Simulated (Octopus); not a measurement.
# WC (Qusongite) (P-6m2) in Octopus: notebook

Aim: see how the results for WC (Qusongite) move with the level of theory and the settings. Levels: PBE, LDA, PBEsol, RPBE, revPBE, PBE+U. Tasks: single point.

Program: Octopus 16.4. These are calculated values, not measurements. Logs are shortened: lines on timing, memory, paths and dates and some standing lists are left out, and cuts for length are marked.

### 1 The crystal as given

The structure is hexagonal, space group P-6m2 (No. 187). The conventional cell has a = 2.907 Å, b = 2.907 Å, c = 2.837 Å, α = 90.00°, β = 90.00°, γ = 120.00°. W (site symmetry -6m2) has 6 C at 2.20 Å as nearest neighbours. C (site symmetry -6m2) is surrounded by 6 W at 2.20 Å.

### 2 Single point, PBE, 10.38 Å³/atom

Input file inp:

```
CalculationMode = gs
UnitsOutput = eV_Angstrom
PeriodicDimensions = 3
ExperimentalFeatures = yes
PseudopotentialSet = pseudodojo_pbe
%LatticeParameters
 1*angstrom | 1*angstrom | 1*angstrom
%
%LatticeVectors
 2.9065 | 0 | 0
 -1.45325 | 2.5171028361 | 0
 0 | 0 | 2.8366
%
%ReducedCoordinates
 "W" | 0 | 0 | 0
 "C" | 0.6666666667 | 0.3333333333 | 0.5
%
%Spacing
 0.12636957*angstrom | 0.12636957*angstrom | 0.12333043*angstrom
%
DerivativesOrder = 8
%KPointsGrid
 10 | 10 | 9
%
KPointsUseSymmetries = yes
XCFunctional = gga_x_pbe + gga_c_pbe
SmearingFunction = fermi_dirac
Smearing = 0.05*eV
ExtraStates = 8
Eigensolver = chebyshev_filter
ConvRelDens = 1e-6
MaximumIter = 120
%Output
 density | cube
 elf | cube
 potential | cube
%
```

Potentials or basis: pseudodojo_pbe (PseudoDojo 0.5, PBE).

Run with:

```console
OMP_NUM_THREADS=1 octopus > out.log
```

out.log:

```text
Running octopus

[... 13 lines left out ...]

Input: [AllElectronType = no]
Input: [PseudopotentialSet = pseudodojo_pbe]
Reading Coordinates from ReducedCoordinates block

****************************** Species *******************************
  Species 'W'
    type             : pseudopotential
    file             : 'W.upf'
    file format      : UPF2
    valence charge   : 14.0
    atomic number    :  74
    form on file     : kleinman-bylander
    lmax             : 3
    llocal           : -1
    projectors per l : 2
    total projectors : 8
    application form : kleinman-bylander
    orbitals         : 10
    bound orbitals   : 10

  Species 'C'
    type             : pseudopotential
    file             : 'C.upf'
    file format      : UPF2
    valence charge   : 4.0
    atomic number    :   6
    form on file     : kleinman-bylander
    lmax             : 1
    llocal           : -1
    projectors per l : 2
    total projectors : 4
    application form : kleinman-bylander
    orbitals         :  4
    bound orbitals   :  4

**********************************************************************

***************************** Symmetries *****************************
Space group No.  187
International: P-6m2
Schoenflies: D3h^1
Info: The system has    12 symmorphic symmetries that can be used.
  Index                Rotation matrix                      Fractional translations
    1 :     1   0   0     0   1   0     0   0   1      0.000000    0.000000    0.000000
    2 :    -1  -1   0     1   0   0     0   0  -1      0.000000    0.000000    0.000000
    3 :     0   1   0    -1  -1   0     0   0   1      0.000000    0.000000    0.000000
    4 :     1   0   0     0   1   0     0   0  -1      0.000000    0.000000    0.000000
    5 :    -1  -1   0     1   0   0     0   0   1      0.000000    0.000000    0.000000
    6 :     0   1   0    -1  -1   0     0   0  -1      0.000000    0.000000    0.000000
    7 :     0  -1   0    -1   0   0     0   0  -1      0.000000    0.000000    0.000000
    8 :     1   1   0     0  -1   0     0   0   1      0.000000    0.000000    0.000000
    9 :    -1   0   0     1   1   0     0   0  -1      0.000000    0.000000    0.000000
   10 :     0  -1   0    -1   0   0     0   0   1      0.000000    0.000000    0.000000
   11 :     1   1   0     0  -1   0     0   0  -1      0.000000    0.000000    0.000000
   12 :    -1   0   0     1   1   0     0   0   1      0.000000    0.000000    0.000000
Info: The system also has     0 nonsymmorphic symmetries (not used for electrons).
**********************************************************************

Input: [CurvMethod = curv_affine]
Input: [DerivativesStencil = stencil_stargeneral]

****************************** Lattice *******************************
  Lattice Vectors [A]
    2.906500    0.000000    0.000000
   -1.453250    2.517103    0.000000
    0.000000    0.000000    2.836600
  Cell volume =            20.7525 [A^3]
  Reciprocal-Lattice Vectors [A^-1]
    2.161770    1.248099   -0.000000
    0.000000    2.496197    0.000000
    0.000000   -0.000000    2.215041
  Cell angles [degree]
    alpha =   90.000
    beta  =   90.000
    gamma =  120.000
**********************************************************************

Checking if the generated full k-point grid is symmetric

    70 k-points generated from parameters :
 ---------------------------------------------------
    n =   10   10    9

    s1  =  0.00  0.00  0.50

   index |      weight  |             coordinates              |
[... 147 lines left out ...]
      Block       2 contains       4 states:       5 -       8
      Block       3 contains       4 states:       9 -      12
      Block       4 contains       4 states:      13 -      16
      Block       5 contains       1 states:      17 -      17
Info: Ground-state allocation done.
Info: Could not find 'restart/gs' directory for restart.
[... 18 lines left out ...]
** Warning:
**   Cannot do LCAO for all states because there are not enough atomic orbitals.
**   Required: 17. Available: 14. 3 orbitals will be randomized.

Info: Unnormalized total charge =     18.001751
Info: Renormalized total charge =     18.000000

** Warning:
**   Symmetrization discrepancy ratio (scalar) =  7.55466E-05

Info: Setting up Hamiltonian.
Info: Performing initial LCAO calculation with     14 orbitals.
Info: Getting Hamiltonian matrix elements.

Eigenvalues [eV]
 #st  Spin   Eigenvalue      Occupation
#k =       1, k = (  0.000000,  0.000000,  0.000000)
   1   --   -60.143475       2.000000
   2   --   -24.389328       2.000000
   3   --   -24.228599       2.000000
   4   --   -24.228596       2.000000
   5   --    -3.213019       2.000000
   6   --     8.405751       2.000000
   7   --     8.405848       2.000000
   8   --     8.467102       2.000000
   9   --    10.952117       2.000000
  10   --    16.390066       2.000000
  11   --    16.390143       2.000000
  12   --    17.585048       2.000000
  13   --    17.585133       2.000000
  14   --    20.217413       0.000000
#k =       2, k = (  0.100000,  0.000000,  0.000000)
   1   --   -60.120603       2.000000
   2   --   -24.370628       2.000000
   3   --   -24.229934       2.000000
   4   --   -24.183970       2.000000
   5   --    -2.934920       2.000000
   6   --     8.433313       2.000000
   7   --     8.792788       2.000000
   8   --     8.941217       2.000000
   9   --    10.855945       2.000000
  10   --    16.658032       2.000000
  11   --    17.245371       2.000000
  12   --    17.926130       2.000000
  13   --    17.969422       2.000000
  14   --    20.824362       0.000000
[... 68 further k-points ...]
Fermi energy =    19.357130 eV
Generating random wavefunctions for states       15 and above
Orthogonalizing wavefunctions.
Info: Ground-state restart information will be written to 'restart/gs'.
Info: SCF using complex wavefunctions.
Info: Starting SCF iteration.

** Warning:
**   Symmetrization discrepancy ratio (scalar) =  6.96990E-02

*********************** SCF CYCLE ITER #    1 ************************
 etot  = -2.19905415E+03 abs_ev   =  5.95E+01 rel_ev   =  2.91E-01
 ediff =        8.08E+01 abs_dens =  2.11E+00 rel_dens =  1.17E-01
Matrix vector products: 1750
Converged eigenvectors: 0

#  State  KPoint  Eigenvalue [eV]  Occupation    Error
      1       1      -60.146642    2.000000   ( 4.1E-06)
      1       3      -60.141428    2.000000   ( 6.7E-06)
      1       2      -60.140611    2.000000   ( 5.2E-06)
      1       5      -60.135414    2.000000   ( 7.3E-06)
      1       4      -60.129685    2.000000   ( 8.2E-06)
      1       8      -60.128204    2.000000   ( 8.3E-06)
      1       7      -60.124792    2.000000   ( 1.5E-05)
      1       6      -60.124519    2.000000   ( 1.3E-05)
[... 23 lines left out ...]
     17      33       35.662343    0.000000   ( 2.2E-01)
     17      31       36.128440    0.000000   ( 2.5E-01)
     17      11       36.292616    0.000000   ( 2.6E-01)
     17      42       36.417543    0.000000   ( 1.9E-01)
     17      28       37.060217    0.000000   ( 2.3E-01)
     17      38       37.272527    0.000000   ( 2.2E-01)
     17      45       38.119412    0.000000   ( 2.3E-01)
     17      12       38.546265    0.000000   ( 2.5E-01)

Density of states:

-------------------------%--------------------------------------------
-------------------------%--------------------------------------------
-------------------------%--------------------------------------------
-------------------------%--------------------------------------------
-------------------------%--------------------------------------------
-------------------------%--------------------------------------------
-------------------------%----------------------%-----%%--------------
%------------------------%----------------%-----%----%%%--------------
%------------------------%----------------%---%%%-%-%%%%%-%-%%--------
%------------------------%---------------%%--%%%%%%%%%%%%%%%%%%%%%%%--
                                                   ^

Fermi energy =    12.570149 eV

**********************************************************************

*********************** SCF CYCLE ITER #    2 ************************
 etot  = -2.22773867E+03 abs_ev   =  8.81E+00 rel_ev   =  4.13E-02
 ediff =        1.05E+00 abs_dens =  1.29E+00 rel_dens =  7.19E-02
Matrix vector products: 1750
Converged eigenvectors: 0
[... 103 lines left out ...]
*********************** SCF CYCLE ITER #   11 ************************
 etot  = -2.22826970E+03 abs_ev   =  2.59E-04 rel_ev   =  1.21E-06
 ediff =        1.37E-05 abs_dens =  1.22E-05 rel_dens =  6.76E-07
Matrix vector products: 1750
Converged eigenvectors: 110

#  State  KPoint  Eigenvalue [eV]  Occupation    Error
      1       1      -62.055367    2.000000   ( 4.6E-08)
      1       3      -62.050616    2.000000   ( 4.8E-08)
      1       2      -62.049837    2.000000   ( 4.5E-08)
      1       5      -62.045099    2.000000   ( 4.7E-08)
      1       4      -62.039820    2.000000   ( 3.6E-08)
      1       8      -62.038567    2.000000   ( 4.1E-08)
      1       7      -62.035335    2.000000   ( 4.6E-08)
      1       6      -62.035108    2.000000   ( 3.5E-08)
[... 23 lines left out ...]
     17      28       32.400208    0.000000   ( 9.5E-02)
     17      19       32.681136    0.000000   ( 1.0E-01)
     17      47       32.960473    0.000000   ( 1.0E-01)
     17      22       33.170329    0.000000   ( 9.0E-02)
     17      24       33.252163    0.000000   ( 7.6E-02)
     17      42       34.194548    0.000000   ( 1.1E-01)
     17      38       34.402753    0.000000   ( 1.1E-01)
     17      33       35.064912    0.000000   ( 1.1E-01)

Density of states:

-------------------------%--------------------------------------------
-------------------------%--------------------------------------------
-------------------------%--------------------------------------------
-------------------------%%-------------------------------------------
%------------------------%%-----------------------%-------------------
%------------------------%%-----------------------%%---%%%------------
%------------------------%%---------------------%-%%%--%%%----%--%----
%------------------------%%------------------%--%%%%%-%%%%%-%-%--%%---
%------------------------%%-----------------%%--%%%%%-%%%%%%%%%%%%%---
%------------------------%%-----------------%%--%%%%%%%%%%%%%%%%%%%%--
                                                     ^

Fermi energy =    11.957200 eV

**********************************************************************

Info: SCF converged in   11 iterations

** Warning:
**   Some of the states are not fully converged!

Info: Number of matrix-vector products:      19250
Info: Writing output to static/

Info: Finished writing information to 'restart/gs'.

Octopus emitted 16 warnings.
```

Wall time 5 min (1 thread of Intel Xeon Platinum 8259CL at 2.50GHz (Skylake/Cascade Lake), shared host); peak memory 0.91 GiB.

What came out:

```yaml
Free_energy: -2228.2716 eV
Band_gap_on_the_k_mesh: none (metal or under the smearing width)
```

### 3 Single point, LDA, 10.38 Å³/atom

Edit inp of step 2 so:

```diff
@@ -25,3 +25,3 @@
 KPointsUseSymmetries = yes
-XCFunctional = gga_x_pbe + gga_c_pbe
+XCFunctional = lda_x + lda_c_pw_mod
 SmearingFunction = fermi_dirac
@@ -32,6 +32 @@
 MaximumIter = 120
-%Output
- density | cube
- elf | cube
- potential | cube
-%
```

Potentials or basis: pseudodojo_pbe (PseudoDojo 0.5, PBE).

Run with:

```console
OMP_NUM_THREADS=1 octopus > out.log
```

Wall time 5 min (1 thread of Intel Xeon Platinum 8259CL at 2.50GHz (Skylake/Cascade Lake), shared host); peak memory 0.91 GiB.

It converged, with:

| Property | Result |
| --- | --- |
| Free energy | -2223.9173 eV |
| Band gap on the k mesh | none (metal or under the smearing width) |

Caveat: the potentials were made for another functional, which shifts forces and pressure.

### 4 Single point, PBEsol, 10.38 Å³/atom

Edit inp of step 3 so:

```diff
@@ -25,3 +25,3 @@
 KPointsUseSymmetries = yes
-XCFunctional = lda_x + lda_c_pw_mod
+XCFunctional = gga_x_pbe_sol + gga_c_pbe_sol
 SmearingFunction = fermi_dirac
```

Run with:

```console
OMP_NUM_THREADS=1 octopus > out.log
```

Run time: 5.2 min. Hardware: 1 thread of Intel Xeon Platinum 8259CL at 2.50GHz (Skylake/Cascade Lake), shared host; peak memory 0.91 GiB.

It converged, with:

```yaml
Free_energy: -2224.5287 eV
Band_gap_on_the_k_mesh: none (metal or under the smearing width)
```

Caveat: the potentials were made for another functional, which shifts forces and pressure.

### 5 Single point, RPBE, 10.38 Å³/atom

Edit inp of step 4 so:

```diff
@@ -25,3 +25,3 @@
 KPointsUseSymmetries = yes
-XCFunctional = gga_x_pbe_sol + gga_c_pbe_sol
+XCFunctional = gga_x_rpbe + gga_c_pbe
 SmearingFunction = fermi_dirac
```

Run with:

```console
OMP_NUM_THREADS=1 octopus > out.log
```

It took 4.8 min on 1 thread of Intel Xeon Platinum 8259CL at 2.50GHz (Skylake/Cascade Lake), shared host; peak memory 0.91 GiB.

Results (log left out):

```
Free energy            : -2228.9470 eV
Band gap on the k mesh : none (metal or under the smearing width)
```

Caveat: the potentials were made for another functional, which shifts forces and pressure.

### 6 Single point, revPBE, 10.38 Å³/atom

Edit inp of step 5 so:

```diff
@@ -25,3 +25,3 @@
 KPointsUseSymmetries = yes
-XCFunctional = gga_x_rpbe + gga_c_pbe
+XCFunctional = gga_x_pbe_r + gga_c_pbe
 SmearingFunction = fermi_dirac
@@ -32 +32,6 @@
 MaximumIter = 120
+%Output
+ density | cube
+ elf | cube
+ potential | cube
+%
```

Potentials or basis: pseudodojo_pbe (PseudoDojo 0.5, PBE).

Run with:

```console
OMP_NUM_THREADS=1 octopus > out.log
```

Wall time 4.8 min (1 thread of Intel Xeon Platinum 8259CL at 2.50GHz (Skylake/Cascade Lake), shared host); peak memory 0.91 GiB.

Results (log left out):

| Item | Value |
| --- | --- |
| Free energy | -2228.7525 eV |
| Band gap on the k mesh | none (metal or under the smearing width) |

Caveat: the potentials were made for another functional, which shifts forces and pressure.

### 7 Single point, PBE, 10.38 Å³/atom

Edit inp of step 6 so:

```diff
@@ -18,3 +18,3 @@
 %Spacing
- 0.12636957*angstrom | 0.12636957*angstrom | 0.12333043*angstrom
+ 0.13840476*angstrom | 0.13840476*angstrom | 0.13507619*angstrom
 %
@@ -22,6 +22,6 @@
 %KPointsGrid
- 10 | 10 | 9
+ 8 | 8 | 8
 %
 KPointsUseSymmetries = yes
-XCFunctional = gga_x_pbe_r + gga_c_pbe
+XCFunctional = gga_x_pbe + gga_c_pbe
 SmearingFunction = fermi_dirac
```

Run with:

```console
OMP_NUM_THREADS=1 octopus > out.log
```

It took 2.5 min on 1 thread of Intel Xeon 6975P-C (Granite Rapids), shared host; peak memory 0.55 GiB.

It converged, with:

* Free energy: -2228.2813 eV
* Band gap on the k mesh: none (metal or under the smearing width)

### 8 Single point, PBE+U, 10.38 Å³/atom

Edit inp of step 7 so:

```diff
@@ -5,2 +5,5 @@
 PseudopotentialSet = pseudodojo_pbe
+%Species
+ "W" | species_pseudo | hubbard_l | 2 | hubbard_u | 2*eV
+%
 %LatticeParameters
@@ -26,2 +29,4 @@
 XCFunctional = gga_x_pbe + gga_c_pbe
+DFTULevel = dft_u_empirical
+AOTruncation = ao_box
 SmearingFunction = fermi_dirac
@@ -33,5 +38,3 @@
 %Output
- density | cube
- elf | cube
- potential | cube
+ occ_matrices
 %
```

Run with:

```console
OMP_NUM_THREADS=1 octopus > out.log
```

Run time: 2.8 min. Hardware: 1 thread of Intel Xeon 6975P-C (Granite Rapids), shared host; peak memory 0.59 GiB.

Results (log left out):

```yaml
Free_energy: -2226.1438 eV
Band_gap_on_the_k_mesh: none (metal or under the smearing width)
```

Caveat: U acts on the potentials' truncated atomic orbitals, so values differ from other programs' at the same U, and they weren't checked against one; U without spin polarisation on a metal has little footing; the U is typed as a test and isn't derived for this compound.

### 9 Single point, PBE+U, 10.38 Å³/atom

Edit inp of step 8 so:

```diff
@@ -6,3 +6,3 @@
 %Species
- "W" | species_pseudo | hubbard_l | 2 | hubbard_u | 2*eV
+ "W" | species_pseudo | hubbard_l | 2 | hubbard_u | 4*eV
 %
```

Potentials or basis: pseudodojo_pbe (PseudoDojo 0.5, PBE).

Run with:

```console
OMP_NUM_THREADS=1 octopus > out.log
```

Run time: 2.9 min. Hardware: 1 thread of Intel Xeon 6975P-C (Granite Rapids), shared host; peak memory 0.59 GiB.

It converged, with:

```yaml
Free_energy: -2224.0268 eV
Band_gap_on_the_k_mesh: none (metal or under the smearing width)
```

Caveat: U acts on the potentials' truncated atomic orbitals, so values differ from other programs' at the same U, and they weren't checked against one; U without spin polarisation on a metal has little footing; the U is typed as a test and isn't derived for this compound.

### 10 Single point, PBE+U, 10.38 Å³/atom

Edit inp of step 9 so:

```diff
@@ -6,3 +6,3 @@
 %Species
- "W" | species_pseudo | hubbard_l | 2 | hubbard_u | 4*eV
+ "W" | species_pseudo | hubbard_l | 2 | hubbard_u | 6*eV
 %
```

Run with:

```console
OMP_NUM_THREADS=1 octopus > out.log
```

It took 3.4 min on 1 thread of Intel Xeon 6975P-C (Granite Rapids), shared host; peak memory 0.59 GiB.

The run converged, but a check on its numbers failed (symmetry, net force, bounds or a known fault of this set-up), so they aren't taken as properties of the crystal.

Caveat: U acts on the potentials' truncated atomic orbitals, so values differ from other programs' at the same U, and they weren't checked against one; U without spin polarisation on a metal has little footing; the U is typed as a test and isn't derived for this compound.

### 11 Single point, PBE+U, 10.38 Å³/atom

Edit inp of step 10 so:

```diff
@@ -6,3 +6,3 @@
 %Species
- "W" | species_pseudo | hubbard_l | 2 | hubbard_u | 6*eV
+ "W" | species_pseudo | hubbard_l | 2 | hubbard_u | 8*eV
 %
```

Run with:

```console
OMP_NUM_THREADS=1 octopus > out.log
```

It took 3.4 min on 1 thread of Intel Xeon 6975P-C (Granite Rapids), shared host; peak memory 0.59 GiB.

The run converged, but a check on its numbers failed (symmetry, net force, bounds or a known fault of this set-up), so they aren't taken as properties of the crystal.

Caveat: U acts on the potentials' truncated atomic orbitals, so values differ from other programs' at the same U, and they weren't checked against one; U without spin polarisation on a metal has little footing; the U is typed as a test and isn't derived for this compound.
